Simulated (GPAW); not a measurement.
Runs of GPAW 26.7.0 on Sr. The structure is cubic, space group Im-3m (No. 229). The conventional cell has a = 4.870 Å, b = 4.870 Å, c = 4.870 Å, α = 90.00°, β = 90.00°, γ = 90.00°. Sr (site symmetry m-3m) has 8 Sr at 4.22 Å as nearest neighbours. This isn't the form of Sr at room conditions, which is fcc.

```csv
level,potentials or basis,cell,gap on the mesh (eV),pressure (GPa)
LDA,"the program's PAW data sets (release 1.2.1) made for this functional, pw",as given,none,-1.9
PBEsol,"PAW data sets generated in the run's folder for this functional, pw",as given,none,-1.2
PBEsol,"PAW data sets generated in the run's folder for this functional, pw",the cell as VASP's run set it,none,-1.2
PBE,"GPAW PAW data sets (gpaw-data 1.2.1), pw",as given,none,(a)
```

Alike in all rows: task single point; no spin polarisation; k mesh 8 × 8 × 8; cutoff (eV) 600; smearing gaussian 0.1 eV.

Fill in the values left out.

(a) -0.7.

Caveats: the cell was measured hot, at 901 K.

A k mesh can miss the band edges, and the runs leave out spin-orbit coupling on Sr.

A gap of «none» marks a metal or a gap under the smearing width.
